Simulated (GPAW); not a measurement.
A run of GPAW 26.7.0:

The input run.py:

```python
from ase import Atoms
from ase.filters import FrechetCellFilter
from ase.io import write
from ase.optimize import BFGS
from ase.units import GPa
from gpaw import GPAW, PW, setup_paths

setup_paths.insert(0, '.')

atoms = Atoms(['Ti', 'Al'],
              cell=[[2.8672622327, 0.0, 0.0],
                    [-1.4336311163, 2.4831219328, 0.0],
                    [0.0, 0.0, 4.678083]],
              scaled_positions=[[0.0, 0.0, 0.0],
                                [0.3333333333, 0.6666666667, 0.5]],
              pbc=True)

calc = GPAW(mode=PW(600),
            xc='PBEsol',
            kpts={'size': (9, 9, 5), 'gamma': True},
            occupations={'name': 'fermi-dirac', 'width': 0.05},
            nbands=17,
            convergence={'density': 1e-05, 'forces': 0.0001},
            maxiter=150,
            txt='gpaw.txt')
atoms.calc = calc
opt = BFGS(FrechetCellFilter(atoms, scalar_pressure=10 * GPa), trajectory='relax.traj', logfile='-')
done = opt.run(fmax=0.02, steps=60)
calc.write('gs.gpw')
write('result.traj', atoms)
print('Converged:', done)
print('Cell:', atoms.cell.cellpar().round(4))
print('Volume:', round(atoms.get_volume(), 4))
print(atoms.get_scaled_positions().round(5))
```

Potentials or basis: PAW data sets generated in the run's folder for this functional, pw.

Command:

```sh
$ gpaw-setup -f PBEsol Al Ti
$ OMP_NUM_THREADS=1 python run.py
```

Hardware: 1 thread of Intel(R) Xeon(R) Platinum 8259CL CPU @ 2.50GHz (Skylake/Cascade Lake), with other jobs on the host.

**Question.** Estimate the wall time of this run.

**Answer.** It took 85 s on 1 thread of Intel(R) Xeon(R) Platinum 8259CL CPU @ 2.50GHz (Skylake/Cascade Lake), with other jobs on the host, peak memory 0.22 GiB. Counts: scf iterations 67, plane waves 1122, bands 17, k points 36, ion steps 7.
